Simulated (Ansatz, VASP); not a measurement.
**Two plane-wave programs on Fe**

```
Fe
1.0
    -1.46199    1.46199    1.46199
     1.46199   -1.46199    1.46199
     1.46199    1.46199   -1.46199
Fe
1
Direct
  0.00000 0.00000 0.00000
```

Alike in both runs: task single point; functional LDA; k mesh 13 × 13 × 13; occupations fermi-dirac, width 0.05 eV; collinear spin.

|  | VASP | Ansatz |
| --- | --- | --- |
| version | VASP 6.6.1 | Ansatz 0.2.0 |
| potentials or method | VASP PAW LDA potentials, release 64 (Fe) | Ansatz PAW |
| plane-wave cutoff (eV) | 520 | 420 |
| valence electrons in the cell | 8 | 16 |

VASP gave:

```
gap on the k mesh at the Fermi level (eV)                     : none
net moment per atom (μB)                                      : 2.28
size of the moment on the site where the two differ most (μB) : 2.26
```

Q: Estimate Ansatz's values.

A: gap on the k mesh at the Fermi level (eV): none; net moment per atom (μB): 2.33; size of the moment on the site where the two differ most (μB): 2.36.

Site moments also hang on the region over which each program counts them. A gap of «none» marks a metal or a gap that the smearing closes. The two sets of potentials don't hold the same shells in valence.
